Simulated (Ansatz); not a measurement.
The system is Ni.

```
Ni
1.0
    -1.38372    1.38372    1.38372
     1.38372   -1.38372    1.38372
     1.38372    1.38372   -1.38372
Ni
1
Direct
  0.00000 0.00000 0.00000
```

This isn't the form of Ni at room conditions, which is fcc.

A run of Ansatz 0.2.0 on this cell left the log below. Logs are shortened: lines on timing, memory, paths and dates and some standing lists are left out, and cuts for length are marked.

```text
Warning: output.stress: scf.convergence.dr2_threshold = 1e-7 eV (the SCF's general default) is looser than the 1e-10 eV advised for a printed stress (1e-10 eV for each atom of the cell: 1). What an SCF threshold leaves in a stress goes as its square root, and in the free energy as the threshold itself, and one threshold admits the most on a small cell: of the crystals measured, under no hybrid functional and no lock of the moments, on runs that ended without the residual-converged pass, on stresses that held no estimate of that error, the worst erred by over 100 MPa in a component at 1e-7 eV an atom and by under 5 at 1e-10. Set scf.convergence.dr2_threshold to 1e-10 eV or tighter. The threshold is an SCF's pass mark: one that does not reach it within its budget of iterations ends unconverged, or closes short of it on a stop that the run arms, and scf.convergence.dr2_threshold's page says what that costs each kind of run
Warning: RAYON_NUM_THREADS=2 ignored (pool sized by the plan → 2); use --threads N
Engine: ansatz 0.2.0, aarch64-unknown-linux-gnu
Pseudopotentials: kind: paw
Pseudopotential: Ni, paw, valence charge 18, recommended cutoff 420 eV (normal), Ni.paw.azcp
Functional definition: PBE
  parameter kappa = 0.804
  parameter beta = 0.06672455060314922
  exchange = pbe_x(kappa = kappa, mu = beta*pi^2/3)
  correlation = pbe_c(beta = beta)
Crystal: 1 atoms, lattice volume = 10.597 Å³
Basis set: ecut = 420 eV, 201 PW (Γ), exchange–correlation on 36×36×36 points (8 copies of the dense FFT grid, shifted against one another)
Bands: 13, of which v1, the nominal top of the filled ones, is band 9 counted from 1 (8 counted from 0)
Symmetry: 48 space group operations
Space group: Im-3m (ITA 229), of the structure as read, at distance tolerance 2.2e-5 Å
k-points: 56 of 1331
Non-local potential: Ni, projectors of the file, l = 0: 3, l = 1: 2, l = 2: 3, l = 3: 1
PAW form: soft (Blöchl's): semilocal exchange-correlation on the pseudo side does not see the compensation charge
PAW one-centre angular grid: Ni, 590 points (default); XC on 64 Gauss nodes
Initial density: superposition of atomic densities (chi_scale 0.1, normalization cell)
Initial wavefunctions: pseudopotential atomic-orbital guess
Functional: x = pbe(κ = 0.804, μ = 0.2195149727645171), c = pbe(β = 0.06672455060314922)
iter 1 solved again at ethr=3.36e-4 eV; its pass at ethr=3.10e-3 eV (dr2=6.05e-2 eV) is discarded
SCF iter   1: F=—  HF=-5839.604996 eV  |F-HF|=—  |Δ(HF+E_count)|=         —  Δρ=2.02e-2 (↑2.02e-2 ↓2.02e-2)  dr2=5.95e-2  dr2_m=0.00e0  M=0.000 μB ∫|m|=0.000 μB  β_m=0.30  ethr=3.36e-4  ⟨swp⟩=1.0  Hψ=5047  notcnv=0
preconditioner: auto → none  [metal: Δε(μ)=0.014 eV  Ē_g=14.453 eV  σ=0.050 eV  W_gap=0.07  n_scr=0 (ndim 8)  ℏωp=36.1 eV  f_vac=0.000  D(μ)=2.51/eV (n_scr^D=54)]
SCF iter   2: F=—  HF=-5839.600786 eV  |F-HF|=—  |Δ(HF+E_count)|=   4.21e-3  Δρ=8.58e-3 (↑8.58e-3 ↓8.58e-3)  dr2=3.68e-3  dr2_m=0.00e0  M=0.000 μB ∫|m|=0.000 μB  β_m=0.35  ethr=3.31e-4  ⟨swp⟩=2.5  Hψ=1207  notcnv=0
SCF iter   3: F=—  HF=-5839.599620 eV  |F-HF|=—  |Δ(HF+E_count)|=   1.17e-3  Δρ=9.23e-3 (↑9.23e-3 ↓9.23e-3)  dr2=1.35e-2  dr2_m=0.00e0  M=0.000 μB ∫|m|=0.000 μB  β_m=0.41  ethr=2.05e-5  ⟨swp⟩=2.2  Hψ=1505  notcnv=0
SCF iter   4: F=—  HF=-5839.599655 eV  |F-HF|=—  |Δ(HF+E_count)|=   3.54e-5  Δρ=9.75e-4 (↑9.75e-4 ↓9.75e-4)  dr2=1.53e-4  dr2_m=0.00e0  M=0.000 μB ∫|m|=0.000 μB  β_m=0.63  ethr=2.05e-5  ⟨swp⟩=2.1  Hψ=1346  notcnv=0
SCF iter   5: F=—  HF=-5839.599768 eV  |F-HF|=—  |Δ(HF+E_count)|=   1.13e-4  Δρ=1.32e-4 (↑1.32e-4 ↓1.32e-4)  dr2=3.55e-6  dr2_m=0.00e0  M=0.000 μB ∫|m|=0.000 μB  β_m=0.82  ethr=8.50e-7  ⟨swp⟩=2.4  Hψ=1149  notcnv=0
SCF iter   6: F=—  HF=-5839.599766 eV  |F-HF|=—  |Δ(HF+E_count)|=   2.15e-6  Δρ=8.88e-6 (↑8.88e-6 ↓8.88e-6)  dr2=1.27e-8  dr2_m=0.00e0  M=0.000 μB ∫|m|=0.000 μB  β_m=0.90  ethr=5.56e-10  ⟨swp⟩=4.1  Hψ=3354  notcnv=0
SCF iter   7: F=-5839.599766 eV  HF=-5839.599766 eV  |F-HF|=3.64e-12  |Δ(HF+E_count)|=   2.69e-9  Δρ=2.00e-7 (↑2.00e-7 ↓2.00e-7)  dr2=1.01e-11  dr2_m=0.00e0  M=0.000 μB ∫|m|=0.000 μB  ethr=7.05e-11  ⟨swp⟩=2.1  Hψ=2237  notcnv=0
SCF 1 converged in 7 iterations: F = -5839.599766 eV  dr2 = 1.01e-11
  greatest PAW one-centre occupation: 1.000 electrons in one spin orbital (limit 2), on the Ni atom at site 0 (counted from 0), in its partial waves of l = 1
SCF converged after 7 iterations
Stability checked in part: among states of this total moment the steps that led to this state did not find it unstable. No probe was made; neither looks for a lower state of another moment (fixed_total_moment; see scf.lower_state_search)
Magnetization: 0.0000 μB (9.0000 up, 9.0000 down)
Absolute magnetization: 0.0000 μB (∫|ρ↑−ρ↓|)
Spin contamination: 0.0000 ħ² per cell (⟨S²⟩ above its minimum at these occupations)
Per-site moments (μB) at R_I (Å): [(0.0, 0.9886245176193575)]
Free energy (F): -5839.599766 eV
Harris-Foulkes:  -5839.599766 eV  (|F-HF|=3.64e-12)
Internal energy: -5839.580121 eV  (E = F + TS)
E sigma→0 (E₀):  -5839.589943 eV
Entropy (-TS):   -0.019645 eV (-19.645 meV/atom)
Fermi energy:    18.554583 (↑ 18.554583, ↓ 18.554583) eV
--- Per-component energies (eV) ---
  E_band       = -273.326564
  E_kinetic    = 282.984363
  E_local      = -3395.045683  (includes V_loc(G=0)·N_el)
  E_nonlocal   = 636.077500
  E_hartree    = 1419.022852
  E_xc         = -85.005898
  E_vxc        = -109.631911  (∫ρ·V_xc dr)
  E_paw        = -1630.005383  (= ΣΔE_a)
  E_vpaw       = -525.757390  (= ΣTr[D̂ρ^β])
  E_aug_tail   = 0.000666  (compensation charges beyond the density's cutoff)
  E_ewald      = -3067.608538
  E_smearing   = -0.019645  (= −TS)
  E_closure    = 0.000000  (closes the sum)
  Σ components = -5839.599766   (vs F -5839.599766, Δ=0.00e0)
--- Forces (eV/Å), atoms counted from 1 ---
  atom   1  Ni     0.00000000     0.00000000    -0.00000000
  max |Σ_I F_I| component: 1.07e-31 eV/Å
--- Stress (GPa, compression-positive) ---
        5.903936      -0.000000       0.000000
        0.000000       5.903936      -0.000000
       -0.000000      -0.000000       5.903936
  P = ⅓ Tr σ = 5.9039 GPa (59.039 kbar)
--- Band table (eV; the first three rows and the last of 112) ---
  k-point 0 ↑: bands = ["-84.4505", "-44.7027", "-44.7027", "-44.7027", "9.4684", "16.5942", "16.5942", "16.5942", "17.9851", "17.9851", "45.0934", "45.0934", "45.0934"]
  k-point 1 ↑: bands = ["-84.4471", "-44.7229", "-44.7097", "-44.7026", "9.8162", "16.5110", "16.5839", "16.7579", "17.9055", "17.9921", "42.6368", "44.4108", "44.6806"]
  k-point 2 ↑: bands = ["-84.4382", "-44.7767", "-44.7283", "-44.7023", "10.8140", "16.2920", "16.5126", "17.2156", "17.7808", "18.0160", "38.1218", "42.4258", "43.9167"]
  k-point 55 ↓: bands = ["-84.3779", "-44.8868", "-44.8838", "-44.8838", "14.4920", "14.5067", "18.6270", "18.6270", "18.7118", "27.2899", "28.8504", "28.8504", "34.5757"]
```

Question: What input gives this log?

Answer: Single point with PBE, collinear spin, program default start. The files as run (others can give the same):

input.yaml
```yaml
crystal:
  lattice:
    - [-1.38371547, 1.38371547, 1.38371547]
    - [1.38371547, -1.38371547, 1.38371547]
    - [1.38371547, 1.38371547, -1.38371547]
  atoms:
    - { symbol: Ni, position: [0.0, 0.0, 0.0] }
hamiltonian:
  xc: pbe
  pseudopotentials: { kind: paw }
magnetization:
  spin_polarized: true
  initial_magnetization: 0.0
  spin_locking: { lock_magnetization: hard }
kpoints:
  mp_grid: { grid: [11, 11, 11] }
scf:
  occupations: { method: fermi_dirac, width: 0.05 }
  lower_state_search: "off"
output:
  forces: true
  stress: true
  eigenvalues: true
```

Potentials or basis: Ansatz PAW.
Run with:
```console
$ ansatz run input.yaml --threads 2 --pin off --max-ram 5632MiB --backend cpu --events-out ev --progress --plain --runs-dir out
```

Caveat: the total moment is fixed, so each spin has its own Fermi level; the thresholds are loose for stress.
